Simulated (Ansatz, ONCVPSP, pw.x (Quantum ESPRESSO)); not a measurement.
**What a changed setting does to a pw.x run (fcc Mo)**

Potential: optimised norm-conserving Vanderbilt (ONCV), ONCVPSP 4.0.1.1 (patched build), PBE; core [Ar] 3d10, reference 4s2 4p6 4d5; waves: 4s: rc 1.70 bohr, ncon 4, nbas 7, qcut 9.3 1/bohr, 2 projectors, debl 2.5 Ha; 4p: rc 1.45 bohr, ncon 5, nbas 9, qcut 11.2 1/bohr, 2 projectors, debl 0.8 Ha; 4d: rc 1.55 bohr, ncon 4, nbas 7, qcut 5.2 1/bohr, 1 projector; local part: polynomial inside 1.25 bohr (lpopt 3, dvloc0 0 Ha); core correction: Teter function, fcfact 4.75, rcfact 1.5. In the s channel the program set the typed energies aside and used -2.613, 0.250 Ha. In the p channel the program set the typed energies aside and used -1.664, 0.250 Ha.

The reference run (k-mesh 14³, cutoffs 160/640 Ry, Fermi–Dirac 0.01 Ry, mixing_beta 0.4, conv_thr 1e-9, no spin) gives 0.79 GPa at 16.027 Å³/atom, where all-electron LAPW gives 0.44 GPa. This run, with its own iteration cap, changes mixing_beta to 0.9.

```
&control
  calculation='scf', prefix='x', pseudo_dir='./', outdir='./tmp', tstress=.true., disk_io='none'
/
&system
  ibrav=0, nat=1, ntyp=1, ecutwfc=160, ecutrho=640, nbnd=15,
  occupations='smearing', smearing='fd', degauss=0.01
/
&electrons
  conv_thr=1e-09, mixing_beta=0.9, electron_maxstep=60
/
ATOMIC_SPECIES
Mo 1.0 Mo.UPF
CELL_PARAMETERS angstrom
  0.00000000 2.00112437 2.00112437
  2.00112437 0.00000000 2.00112437
  2.00112437 2.00112437 0.00000000
ATOMIC_POSITIONS crystal
Mo 0.0000 0.0000 0.0000
K_POINTS automatic
14 14 14 0 0 0
```

```bash
pw.x < Mo.scf.in > Mo.scf.out
```

Question: How does the run end?

Answer: It converges in 8 iterations; the free energy moves by +0.0 meV/atom and the pressure by -0.01 GPa. The result is that of the reference run.

```
Message from routine setup:
     using ibrav=0 with symmetry is DISCOURAGED, use correct ibrav instead
     lattice parameter (alat)  =       5.3480  a.u.
     unit-cell volume          =     108.1556 (a.u.)^3
     number of electrons       =        14.00
     number of Kohn-Sham states=           15
     kinetic-energy cutoff     =     160.0000  Ry
     charge density cutoff     =     640.0000  Ry
     scf convergence threshold =      1.0E-09
     Exchange-correlation= PBE
     number of k points=   104  Fermi-Dirac smearing, width (Ry)=  0.0100
     iteration #  1     ecut=   160.00 Ry     beta= 0.90
     total energy              =    -146.59074781 Ry
     estimated scf accuracy    <       1.25743719 Ry
     iteration #  2     ecut=   160.00 Ry     beta= 0.90
     total energy              =    -146.86952356 Ry
     estimated scf accuracy    <       0.63950150 Ry
     iteration #  3     ecut=   160.00 Ry     beta= 0.90
     total energy              =    -147.01842126 Ry
     estimated scf accuracy    <       0.00269948 Ry
     [... 2 iterations left out ...]
     iteration #  6     ecut=   160.00 Ry     beta= 0.90
     total energy              =    -147.01964507 Ry
     estimated scf accuracy    <       0.00000030 Ry
     iteration #  7     ecut=   160.00 Ry     beta= 0.90
     total energy              =    -147.01964512 Ry
     estimated scf accuracy    <          2.3E-09 Ry
     iteration #  8     ecut=   160.00 Ry     beta= 0.90
     the Fermi energy is    20.4105 ev
!    total energy              =    -147.01964512 Ry
     estimated scf accuracy    <          1.4E-10 Ry
     smearing contrib. (-TS)   =      -0.00580764 Ry
     The total energy is F=E-TS. E is the sum of the following terms:
     one-electron contribution =     -17.96132899 Ry
     hartree contribution      =      18.12044949 Ry
     xc contribution           =     -28.35573352 Ry
     ewald contribution        =    -118.81722445 Ry
     convergence has been achieved in   8 iterations
          total   stress  (Ry/bohr**3)                   (kbar)     P=        7.75
     Message from routine punch:
     Nothing written, as per user request (disk_io='none')
```

The run took about 2.6 min on one core of a shared host (Neoverse-N1, 64 threads, 124 GiB, load 48).
